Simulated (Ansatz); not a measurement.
# Ir: a surface, (111), 6 layers

Aim: cut a slab of Ir (111), 6 layers from the relaxed bulk, relax it, and get surface energy and work function. The runs shown use PAW. Its runs: bulk cell relaxed (PAW); bulk in the slab's orientation (PAW); the reference run (PAW); atoms relaxed (PAW); field of 0.2 V/Å along the normal (PAW); core holes in 4f of Ir (PAW).

Program: Ansatz 0.2.0. Level of theory: DFT, PBEsol, PAW with Ansatz's default frozen-core files, scalar-relativistic. These are calculated values, not measurements.

## 1. Starting point

Symmetry: Fm-3m, No. 225, cubic system. Conventional cell: a = 3.831 Å, b = 3.831 Å, c = 3.831 Å, α = 90.00°, β = 90.00°, γ = 90.00°. Ir (site symmetry m-3m) is surrounded by 12 Ir at 2.71 Å.

Coordinates:

```cif
data_structure
_symmetry_space_group_name_H-M 'P 1'
_symmetry_Int_Tables_number 1
_cell_length_a 2.7090
_cell_length_b 2.7090
_cell_length_c 2.7090
_cell_angle_alpha 60.000
_cell_angle_beta 60.000
_cell_angle_gamma 60.000
_cell_volume 14.06
loop_
_atom_site_label
_atom_site_type_symbol
_atom_site_fract_x
_atom_site_fract_y
_atom_site_fract_z
_atom_site_occupancy
Ir1 Ir 0.00000 0.00000 0.00000 1
```

## 2. Bulk cell relaxed, PAW

Input file input.yaml:

```yaml
crystal:
  lattice:
    - [0.0, 1.9155237883, 1.9155237883]
    - [1.9155237883, 0.0, 1.9155237883]
    - [1.9155237883, 1.9155237883, 0.0]
  atoms:
    - { symbol: Ir, position: [0.0, 0.0, 0.0] }
kpoints:
  mp_grid: { grid: [19, 19, 19] }
scf:
  occupations: { method: fermi_dirac, width: 0.08 }
hamiltonian:
  xc: pbesol
  pseudopotentials: { kind: paw }
output:
  forces: true
  stress: true
  write_density: true
  write_potential: true
  elf: true
  volumetric_format: npy
relax:
  f_tol: 0.005
  max_steps: 40
  cell: {}
```

Launch:

```sh
$ ansatz run input.yaml --threads 2 --pin off --max-ram 5120MiB --backend cpu --events-out ev --progress --plain --runs-dir out
```

The program printed:

```text
Engine: ansatz 0.2.0
Pseudopotentials: kind: paw
Pseudopotential: Ir, paw, valence charge 17, recommended cutoff 420 eV (normal)
Functional definition: PBEsol
  exchange = pbesol_x
  correlation = pbesol_c
Crystal: 1 atoms, lattice volume = 14.057 Å³
Basis set: ecut = 420 eV, 283 PW (Γ), exchange–correlation on 40×40×40 points (8 copies of the dense FFT grid, shifted against one another)
Bands: 13, of which v1, the nominal top of the filled ones, is band 9 counted from 1 (8 counted from 0)
Symmetry: 48 space group operations
Space group: Fm-3m (ITA 225), of the structure as read, at distance tolerance 2.4e-5 Å
k-points: 220 of 6859
Non-local potential: Ir, projectors of the file, l = 0: 3, l = 1: 2, l = 2: 2, l = 3: 1
PAW form: soft (Blöchl's): semilocal exchange-correlation on the pseudo side does not see the compensation charge
PAW frozen core: Ir, regenerated for the run's functional, and the local potential with it (the file was generated under x = pbe(κ = 0.804, μ = 0.2195149727645171), c = pbe(β = 0.06672455060314922))
PAW one-centre angular grid: Ir, 590 points (default); XC on 64 Gauss nodes
Initial density: superposition of atomic densities (neutral atoms: chi_scale 0, normalization atom), corrected by the library's trained network
Initial wavefunctions: pseudopotential atomic-orbital guess
Functional: x = pbesol(κ = 0.804, μ = 0.12345679012345678), c = pbesol(β = 0.046)
SCF iter   1: F=—  HF=-11799.039632 eV  |F-HF|=—  |Δ(HF+E_count)|=         —  Δρ=5.49e-3  dr2=1.71e-3  ethr=1.77e-3  ⟨swp⟩=5.0  Hψ=14490  notcnv=0
preconditioner: auto → none  [metal: Δε(μ)=0.019 eV  Ē_g=14.282 eV  σ=0.080 eV  W_gap=0.06  n_scr=0 (ndim 8)  ℏωp=29.7 eV  f_vac=0.000  D(μ)=1.15/eV (n_scr^D=14)]
SCF iter   2: F=—  HF=-11799.039322 eV  |F-HF|=—  |Δ(HF+E_count)|=   3.10e-4  Δρ=2.31e-3  dr2=1.12e-4  ethr=1.00e-5  ⟨swp⟩=2.4  Hψ=5956  notcnv=0
SCF iter   3: F=—  HF=-11799.039444 eV  |F-HF|=—  |Δ(HF+E_count)|=   1.22e-4  Δρ=1.01e-3  dr2=2.09e-5  ethr=6.59e-7  ⟨swp⟩=1.1  Hψ=2977  notcnv=0
SCF iter   4: F=—  HF=-11799.039474 eV  |F-HF|=—  |Δ(HF+E_count)|=   2.98e-5  Δρ=4.25e-5  dr2=9.10e-8  ethr=1.23e-7  ⟨swp⟩=2.1  Hψ=3863  notcnv=0
iter 5 did not close the SCF: its close was put off for the readings that it lacked (scf_convergence_deferred on its scf_iter line)
SCF iter   5: F=-11799.039474 eV  HF=-11799.039474 eV  |F-HF|=4.56e-9  |Δ(HF+E_count)|=   1.31e-8  Δρ=7.19e-6  dr2=6.24e-9  ethr=5.35e-10  ⟨swp⟩=2.3  Hψ=4056  notcnv=0
SCF iter   6: F=-11799.039474 eV  HF=-11799.039474 eV  |F-HF|=9.28e-11  |Δ(HF+E_count)|=   2.13e-9  Δρ=1.12e-6  dr2=1.39e-10  ethr=3.67e-11  ⟨swp⟩=4.3  Hψ=13455  notcnv=0
SCF 1 converged in 6 iterations: F = -11799.039474 eV  dr2 = 1.39e-10
relax step   1: F+E_penalty+E_count = -11799.03947351 eV  Δ(F+E_penalty+E_count) = +0.000e0 eV  max|allowed force component| = 0.000e0 eV/Å  Δτ_max = 0.0000 Å  P = +0.089 GPa  Ω = 14.057 Å³  (6 SCF iters, dr2 threshold 1.00e-7 eV, accepted)
Crystal: 1 atoms, lattice volume = 14.066 Å³
Initial density: handed on by an earlier stage of this run
Initial wavefunctions: those handed on with the density
iter 1 solved again at ethr=2.98e-10 eV; its pass at ethr=3.10e-3 eV (dr2=5.07e-8 eV) is discarded
SCF iter   1: F=—  HF=-11799.039468 eV  |F-HF|=—  |Δ(HF+E_count)|=         —  Δρ=2.86e-5  dr2=6.07e-8  ethr=2.98e-10  ⟨swp⟩=2.7  Hψ=19219  notcnv=0
preconditioner: auto → none  [metal: Δε(μ)=0.004 eV  Ē_g=14.289 eV  σ=0.080 eV  W_gap=0.01  n_scr=0 (ndim 8)  ℏωp=29.7 eV  f_vac=0.000  D(μ)=1.15/eV (n_scr^D=14)]
SCF iter   2: F=-11799.039468 eV  HF=-11799.039468 eV  |F-HF|=4.67e-9  |Δ(HF+E_count)|=   1.33e-7  Δρ=1.25e-5  dr2=5.70e-9  ethr=1.18e-10  ⟨swp⟩=4.9  Hψ=13956  notcnv=0
SCF 2 converged in 2 iterations: F = -11799.039468 eV  dr2 = 5.70e-9
relax step   2: F+E_penalty+E_count = -11799.03946759 eV  Δ(F+E_penalty+E_count) = +5.922e-6 eV  max|allowed force component| = 0.000e0 eV/Å  Δτ_max = 0.0000 Å  P = -0.159 GPa  Ω = 14.066 Å³  energy of the carried Pulay correction = -3.953e-6 eV  (2 SCF iters, dr2 threshold 2.00e-8 eV, rejected (line search))
Crystal: 1 atoms, lattice volume = 14.060 Å³
iter 1 solved again at ethr=9.13e-11 eV; its pass at ethr=3.10e-3 eV (dr2=1.55e-8 eV) is discarded
SCF iter   1: F=—  HF=-11799.039473 eV  |F-HF|=—  |Δ(HF+E_count)|=         —  Δρ=1.28e-5  dr2=2.22e-8  ethr=9.13e-11  ⟨swp⟩=3.3  Hψ=19732  notcnv=0
preconditioner: auto → none  [metal: Δε(μ)=0.004 eV  Ē_g=14.294 eV  σ=0.080 eV  W_gap=0.01  n_scr=0 (ndim 8)  ℏωp=29.7 eV  f_vac=0.000  D(μ)=1.15/eV (n_scr^D=14)]
SCF iter   2: F=—  HF=-11799.039473 eV  |F-HF|=—  |Δ(HF+E_count)|=   1.38e-7  Δρ=2.37e-6  dr2=2.93e-10  ethr=9.13e-11  ⟨swp⟩=2.3  Hψ=4412  notcnv=0
SCF iter   3: F=—  HF=-11799.039473 eV  |F-HF|=—  |Δ(HF+E_count)|=  3.09e-11  Δρ=1.04e-6  dr2=4.08e-11  ethr=1.00e-12  ⟨swp⟩=5.0  Hψ=10575  notcnv=0
SCF iter   4: F=-11799.039473 eV  HF=-11799.039473 eV  |F-HF|=5.46e-12  |Δ(HF+E_count)|=  2.91e-11  Δρ=4.43e-8  dr2=6.20e-14  ethr=1.00e-12  ⟨swp⟩=4.9  Hψ=10246  notcnv=0
SCF 3 converged in 4 iterations: F = -11799.039473 eV  dr2 = 6.20e-14
relax step   3: F+E_penalty+E_count = -11799.03947300 eV  Δ(F+E_penalty+E_count) = +5.108e-7 eV  max|allowed force component| = 0.000e0 eV/Å  Δτ_max = 0.0000 Å  P = +0.000 GPa  Ω = 14.060 Å³  energy of the carried Pulay correction = -1.422e-6 eV  (4 SCF iters, accepted)
Initial wavefunctions: pseudopotential atomic-orbital guess (no wavefunctions were taken with the density)
iter 1 solved again at ethr=3.67e-8 eV; its pass at ethr=3.10e-3 eV (dr2=6.23e-6 eV) is discarded
SCF iter   1: F=—  HF=-11799.039477 eV  |F-HF|=—  |Δ(HF+E_count)|=         —  Δρ=2.18e-6  dr2=1.32e-10  ethr=3.67e-8  ⟨swp⟩=3.0  Hψ=21952  notcnv=0
eigensolver tolerance schedule: the retry pair's looser diagonalisation over-reported the residual by 47305.71 of it (diagonalisation noise at 1.27 of the residual, at the tolerance the schedule requests for it); recorded, not acted on — ethr = c·dr2/N_el stays at c = 1.0e-1
SCF iter   2: F=—  HF=-11799.039477 eV  |F-HF|=—  |Δ(HF+E_count)|=   4.20e-7  Δρ=1.05e-6  dr2=2.61e-11  ethr=1.00e-12  ⟨swp⟩=3.0  Hψ=5636  notcnv=0
SCF iter   3: F=-11799.039477 eV  HF=-11799.039477 eV  |F-HF|=9.09e-12  |Δ(HF+E_count)|=  3.64e-12  Δρ=3.96e-7  dr2=3.16e-12  ethr=1.00e-12  ⟨swp⟩=6.0  Hψ=13174  notcnv=0
SCF 4 converged in 3 iterations: F = -11799.039477 eV  dr2 = 3.16e-12
relax step   4: F+E_penalty+E_count = -11799.03947741 eV  Δ(F+E_penalty+E_count) = -4.410e-6 eV  max|allowed force component| = 0.000e0 eV/Å  Δτ_max = 0.0000 Å  P = -0.001 GPa  Ω = 14.060 Å³  stress off target by 9.92e-4 GPa  SCF on the basis re-selected at this cell (its energy is not comparable with the rows above)  (3 SCF iters)
basis re-selected at this cell: Δ(F+E_penalty+E_count) = -4.410e-6 eV, ΔP = -0.001 GPa vs the last step (what re-selecting the basis moved, of the pressure what is left beyond the Pulay correction that the steps carried, after the strain that the cell walked since its last selection, with what the two solves' SCF thresholds leave and, on support functions, any second-order correction that the steps lacked; it is no measure of the basis error at this ecutwfc). This SCF's stress stands 9.92e-4 GPa from its target on what of the cell is left free (relax.cell.stress_tol is 5.00e-2 GPa) and its largest allowed force component is 0.00e0 eV/Å (relax.f_tol is 5.00e-3 eV/Å): within both
SCF converged after 3 iterations
Free energy (F): -11799.039477 eV
Harris-Foulkes:  -11799.039477 eV  (|F-HF|=9.09e-12)
Internal energy: -11799.016309 eV  (E = F + TS)
E sigma→0 (E₀):  -11799.027893 eV
Entropy (-TS):   -0.023169 eV (-23.169 meV/atom)
Fermi energy:    25.835767 eV
--- Per-component energies (eV) ---
  E_band       = -82.497555
  E_kinetic    = 623.492611
  E_local      = -1059.064733  (includes V_loc(G=0)·N_el)
  E_nonlocal   = 75.818931
  E_hartree    = 405.840977
  E_xc         = -266.668172
  E_vxc        = -299.919411  (∫ρ·V_xc dr)
  E_paw        = -9088.727661  (= ΣΔE_a)
  E_vpaw       = -234.506984  (= ΣTr[D̂ρ^β])
  E_aug_tail   = 0.000051  (compensation charges beyond the density's cutoff)
  E_ewald      = -2489.973598
  E_core_change = 0.265285  (= ΣΔE_core)
  E_smearing   = -0.023169  (= −TS)
  E_closure    = 0.000000  (closes the sum)
  Σ components = -11799.039477   (vs F -11799.039477, Δ=0.00e0)
--- Forces (eV/Å), atoms counted from 1 ---
  atom   1  Ir    -0.00000000    -0.00000000     0.00000000
  max |Σ_I F_I| component: 5.92e-31 eV/Å
--- Stress (GPa, compression-positive) ---
       -0.000992      -0.000000      -0.000000
        0.000000      -0.000992      -0.000000
       -0.000000      -0.000000      -0.000992
  P = ⅓ Tr σ = -0.0010 GPa (-0.010 kbar)
--- Band table (eV; the first three rows and the last of 220) ---
  k-point 0: bands = ["-67.0573", "-23.5001", "-23.5001", "-23.5001", "14.6064", "21.9145", "21.9145", "21.9145", "24.6590", "24.6590", "39.4026", "44.9378", "44.9378"]
  k-point 1: bands = ["-67.0554", "-23.5230", "-23.5032", "-23.5032", "14.7317", "21.8460", "21.9690", "21.9690", "24.6223", "24.6223", "39.6213", "44.3443", "45.1470"]
  k-point 2: bands = ["-67.0501", "-23.5888", "-23.5123", "-23.5123", "15.0959", "21.6672", "22.1141", "22.1141", "24.5385", "24.5385", "40.2291", "43.1043", "45.7592"]
  k-point 219: bands = ["-66.9670", "-24.0522", "-24.0212", "-23.8023", "19.5128", "20.6403", "21.1691", "24.0596", "27.2968", "33.5893", "34.6922", "35.5137", "39.3423"]
--- Relaxed structure (3 steps of the walk, 2 accepted, 1 SCFs on fresh bases) ---
  F+E_penalty+E_count = -11799.03947741 eV   max|allowed force component| = 0.000e0 eV/Å   (the final SCF, on the basis selected at the relaxed cell)
  cell:  # Å, volume = 14.0603 Å³
    - [-2.420301715625405e-34, 1.9156721455360328, 1.9156721455360328]
    - [1.9156721455360328, -1.1783047826071052e-34, 1.9156721455360328]
    - [1.9156721455360328, 1.9156721455360328, -7.961518801399359e-35]
  atoms:
    - { symbol: Ir, position: [0.0, 0.0, 0.0] }
```

Run time: 2.2 s. Hardware: 2 threads of Intel Xeon 6975P-C (Granite Rapids), shared host; peak memory 0.37 GiB.

Relaxation path:

| step | energy from step 1 (eV/cell) | largest force component (eV/Å) | pressure (GPa) | volume (Å³) |
| --- | --- | --- | --- | --- |
| 1 | 0.0000 | 0.0000 | 0.09 | 14.06 |
| 2x | 0.0000 | 0.0000 | -0.16 | 14.07 |
| 3 | 0.0000 | 0.0000 | 0.00 | 14.06 |
| 4 | 0.0000 | 0.0000 | 0.00 | 14.06 |

Step 1 is the start. Step 4 repeats the geometry before on a plane-wave basis chosen anew for that cell, so the energy can jump there without any move; the table keeps such jumps. 1 step was tried and not accepted (marked x).

| input's cell | before | after | change |
| --- | --- | --- | --- |
| a (Å) | 2.709 | 2.709 | +0.0 % |
| b (Å) | 2.709 | 2.709 | +0.0 % |
| c (Å) | 2.709 | 2.709 | +0.0 % |
| volume (Å³/atom) | 14.06 | 14.06 | +0.0 % |

Result: pressure 0.00 GPa; no gap.

## 3. Bulk in the slab's orientation, PAW

Input file input.yaml:

```yaml
crystal:
  lattice:
    - [0.0, 1.9156721455, -1.9156721455]
    - [-1.9156721455, 0.0, 1.9156721455]
    - [3.8313442911, 3.8313442911, 3.8313442911]
  atoms:
    - { symbol: Ir, position: [0.0, 0.0, 0.0] }
    - { symbol: Ir, position: [0.333333333, 0.666666667, 0.333333333] }
    - { symbol: Ir, position: [0.666666667, 0.333333333, 0.666666667] }
kpoints:
  mp_grid: { grid: [14, 14, 5] }
scf:
  occupations: { method: fermi_dirac, width: 0.08 }
hamiltonian:
  xc: pbesol
  pseudopotentials: { kind: paw }
output:
  forces: true
  stress: true
  eigenvalues: true
  write_density: true
  write_potential: true
  elf: true
  volumetric_format: npy
```

Launch:

```sh
$ ansatz run input.yaml --threads 2 --pin off --max-ram 5120MiB --backend cpu --events-out ev --progress --plain --runs-dir out
```

The program printed, cut to the lines that bear on the results:

```text
[...]
[... 3 set-up lines as earlier in the session ...]
[...]
Crystal: 3 atoms, lattice volume = 42.181 Å³
Basis set: ecut = 420 eV, 845 PW (Γ), exchange–correlation on 40×40×90 points (8 copies of the dense FFT grid, shifted against one another)
Bands: 31, of which v1, the nominal top of the filled ones, is band 26 counted from 1 (25 counted from 0)
Symmetry: 36 space group operations
Space group: Fm-3m (ITA 225), of the structure as read, at distance tolerance 3.5e-5 Å
k-points: 104 of 980
[...]
SCF iter   1: F=—  HF=-35397.120739 eV  |F-HF|=—  |Δ(HF+E_count)|=         —  Δρ=5.87e-3  dr2=6.40e-3  ethr=1.77e-3  ⟨swp⟩=5.1  Hψ=10857  notcnv=0
[...]
SCF iter   6: F=-35397.122035 eV  HF=-35397.122035 eV  |F-HF|=4.07e-10  |Δ(HF+E_count)|=  5.97e-10  Δρ=2.70e-6  dr2=1.35e-9  ethr=2.93e-11  ⟨swp⟩=4.4  Hψ=16618  notcnv=0
[...]
SCF converged after 6 iterations
Free energy (F): -35397.122035 eV
[...]
E sigma→0 (E₀):  -35397.092131 eV
Entropy (-TS):   -0.059807 eV (-19.936 meV/atom)
Fermi energy:    25.797034 eV
[...]
--- Forces (eV/Å), atoms counted from 1 ---
  atom   1  Ir    -0.00000000     0.00000000    -0.00000000
  atom   2  Ir    -0.00000000    -0.00000000     0.00000000
  atom   3  Ir     0.00000000     0.00000000    -0.00000000
[...]
--- Stress (GPa, compression-positive) ---
       -0.107237      -0.177774      -0.177774
       -0.177774      -0.107237      -0.177774
       -0.177774      -0.177774      -0.107237
  P = ⅓ Tr σ = -0.1072 GPa (-1.072 kbar)
--- Band table (eV; the first three rows and the last of 104) ---
[...]
```

It took 1.7 s on 2 threads of Intel Xeon 6975P-C (Granite Rapids), shared host; peak memory 0.41 GiB.

Result: pressure -0.11 GPa; no gap.

Density in a lattice plane of the grid's cell (edges 2.71 and 6.64 Å, at 0.000 of the third edge), which holds Ir.

Ten even steps from ' ' (0.18 e/Å³) to '@' (8.92 e/Å³):
```
@@%%==..      ..==%%
==--..          ..--
                    
                    
                    
        ......      
        ..::..      
          ..        
                    
                    
                    
          ..        
        ..::..      
        ......      
                    
                    
                    
==--..          ..--
@@%%==..      ..==%%
@@@@**::      ::**@@
```
Columns run along the first of these edges and rows up along the second, over one cell in 10 and 20 even steps from the bottom left corner. Atoms in the plane (fractional): Ir at (0.00, 0.00).

ELF in the same plane.

Ten even steps from ' ' (0.15) to '@' (0.66):
```
%%@@@@++::--::++@@@@
%%##++--::::::--++##
::::::--::::::--::::
::::----::::::----::
----::::--==--::::--
--::::--++**++--::::
--::::--++**++--::::
::::::::------::::::
  ....::::::::::....
    ..::--==--::..  
  ....::::::::::....
::::::::------::::::
--::::--++**++--::::
--::::--++**++--::::
----::::--==--::::--
::::----::::::----::
::::::--::::::--::::
%%##++--::::::--++##
%%@@@@++::--::++@@@@
::##@@**--==--**@@##
```
Columns run along the first of these edges and rows up along the second, over one cell in 10 and 20 even steps from the bottom left corner. Atoms in the plane (fractional): Ir at (0.00, 0.00).

Both are smooth fields of the valence electrons: close to the nuclei they are not physical.

## 4. The slab

The slab cell holds 6 atoms: a = 2.709 Å, b = 2.709 Å, c = 27.060 Å, α = 90.00°, β = 90.00°, γ = 120.00°.

[end of part 1 of 2]
